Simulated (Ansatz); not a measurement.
We consider rock-salt LiI, described by r²SCAN-D4 (Ansatz, a program for electronic structure, plane waves, PAW).

Numerical settings: plane-wave cutoff 500 eV, 10×10×10 k mesh, gaussian smearing 0.02 eV, scalar-relativistic PAW data made under PBE.

Cell (relaxed at this level):

```cif
data_ILi
_chemical_formula_sum 'Li1 I1'
_space_group_name_H-M_alt 'P 1'
_space_group_IT_number 1
_cell_length_a 4.23211
_cell_length_b 4.23211
_cell_length_c 4.23211
_cell_angle_alpha 60.000
_cell_angle_beta 60.000
_cell_angle_gamma 60.000
loop_
_space_group_symop_operation_xyz
  'x, y, z'
loop_
_atom_site_label
_atom_site_type_symbol
_atom_site_fract_x
_atom_site_fract_y
_atom_site_fract_z
_atom_site_occupancy
Li1 Li 0.00000 0.00000 0.00000 1
I1 I 0.50000 0.50000 0.50000 1
```

Predict the band gap.


band gap: 5.01 eV (on the SCF k mesh)

Measured, for comparison: band gap 6.4 eV (temperature not stated, not corrected to a static lattice, our sources range from 6.10 to 6.40; as tabulated in Aguado et al. (1998), arXiv:cond-mat/9809176).

Spin–orbit coupling is not included; with these elements it can move the gap by several tenths of an eV or more.
